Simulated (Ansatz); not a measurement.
# GaAs: the crystal squeezed far

An exercise on one series of results from a longer session: the logs are not shown, and one member is left open.

Program: Ansatz 0.2.0. Level of theory: DFT, r2SCAN, PAW with Ansatz's default frozen-core files, scalar-relativistic. These are calculated values, not measurements.

**The structure to begin with**

Symmetry: Fm-3m, No. 225, cubic system. The conventional cell has a = 5.019 Å, b = 5.019 Å, c = 5.019 Å, α = 90.00°, β = 90.00°, γ = 90.00°. Ga (site symmetry m-3m) is surrounded by 6 As at 2.51 Å. Around As (site symmetry m-3m) lie 6 Ga at 2.51 Å.

As a file:

```
CELL_PARAMETERS angstrom
0.00000 2.50942 2.50942
2.50942 0.00000 2.50942
2.50942 2.50942 0.00000
ATOMIC_POSITIONS crystal
Ga 0.00000 0.00000 0.00000
As 0.50000 0.50000 0.50000
```

Whether this phase is the stable one at these pressures isn't tested.

Atoms are numbered in the order of the input: Ga1, As2.

The first run:

input.yaml reads:

```yaml
crystal:
  lattice:
    - [0.0, 2.5094205343, 2.5094205343]
    - [2.5094205343, 0.0, 2.5094205343]
    - [2.5094205343, 2.5094205343, 0.0]
  atoms:
    - { symbol: Ga, position: [0.0, 0.0, 0.0] }
    - { symbol: As, position: [0.5, 0.5, 0.5] }
kpoints:
  mp_grid: { grid: [15, 15, 15] }
scf:
  occupations: { method: fermi_dirac, width: 0.1 }
hamiltonian:
  xc: r2scan
  pseudopotentials: { kind: paw }
output:
  forces: true
  stress: true
relax:
  f_tol: 0.005
  max_steps: 40
  cell: {}
```

Run with:

```bash
$ ansatz run input.yaml --threads 1 --pin off --max-ram 2048MiB --backend cpu --events-out ev --progress --plain --runs-dir out
```

Steps of the session up to this table: Cell relaxed at zero pressure, PAW; More of the same log: cell relaxed at zero pressure; Volume scaled by 1, PAW; Volume scaled by 0.94, PAW; Volume scaled by 0.88, PAW; Volume scaled by 0.8, PAW; Volume scaled by 0.72, PAW; Volume scaled by 0.64, PAW; Volume scaled by 0.64, PAW (cutoff 300 eV); Volume scaled by 0.55, PAW; Volume scaled by 0.55, PAW (partial_waves polarizable).

One table of the session follows, with a row left open; its other results are not shown here.

```
                         method  volume over the first  volume (Å³/atom)  pressure (GPa)
                            PAW                      1                 ?               ?
                            PAW                   0.94            17.792            5.90
                            PAW                   0.88            16.657           14.15
                            PAW                    0.8            15.142           30.66
                            PAW                   0.72            13.628           57.22
                            PAW                   0.64            12.114          101.10
                            PAW                   0.55            10.410          189.31
            PAW (cutoff 300 eV)                   0.64            12.114          100.80
PAW (partial_waves polarizable)                   0.55            10.410          189.31
```

Estimate the missing values for PAW, 1.

As computed: volume (Å³/atom): 18.928; pressure (GPa): 0.03. In the column «volume (Å³/atom)» it is the highest.

To keep in mind: Warnings in the runs' records: cutoff below recommended.
